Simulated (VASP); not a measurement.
The system is Ta.

```xyz
1
Lattice="2.8775 0.0000 0.0000 -1.4388 2.4920 0.0000 0.0000 0.0000 2.7411" Properties=species:S:1:pos:R:3 pbc="T T T"
Ta    0.0000    0.0000    1.3706
```

The cell was built by a generator and needn't be a form met in nature.

The cell isn't the ideal one: random cell with space group P6/mmm (No. 191).

- Program: VASP 6.6.1
- Task: relaxation of cell and atoms
- Functional: PBE
- Potentials or basis: VASP PAW PBE potentials, release 64 (Ta_pv)
- Cutoff: 600 eV
- k mesh: 9 × 9 × 6
- Occupations: gaussian, width 0.1 eV
- Spin: no spin polarisation

At the start: pressure 1.8 GPa; volume 19.66 Å³/atom.

Question: How do energy, volume and symmetry change on relaxing?

Answer: Over 3 steps the energy falls by 5.0 meV/atom and the volume is 19.89 Å³/atom (+1.2 %); space group P6/mmm (No. 191, to 0.05 Å).

Step by step:
| step | energy change (eV) | largest force (eV/Å) | pressure (GPa) | volume (Å³) |
| --- | --- | --- | --- | --- |
| 1 | 0.0000 | 0.0000 | 1.80 | 19.66 |
| 2 | 0.0083 | 0.0000 | -2.87 | 20.28 |
| 3 | -0.0050 | 0.0000 | -0.17 | 19.89 |

Final structure:
```cif
data_structure
_symmetry_space_group_name_H-M 'P 1'
_symmetry_Int_Tables_number 1
_cell_length_a 2.9028
_cell_length_b 2.9028
_cell_length_c 2.7259
_cell_angle_alpha 90.000
_cell_angle_beta 90.000
_cell_angle_gamma 120.000
_cell_volume 19.89
loop_
_atom_site_label
_atom_site_type_symbol
_atom_site_fract_x
_atom_site_fract_y
_atom_site_fract_z
_atom_site_occupancy
Ta1 Ta 0.00000 0.00000 0.50000 1
```

Caveat: the k mesh is coarse (spacing up to 0.38 Å⁻¹), so the values aren't converged.
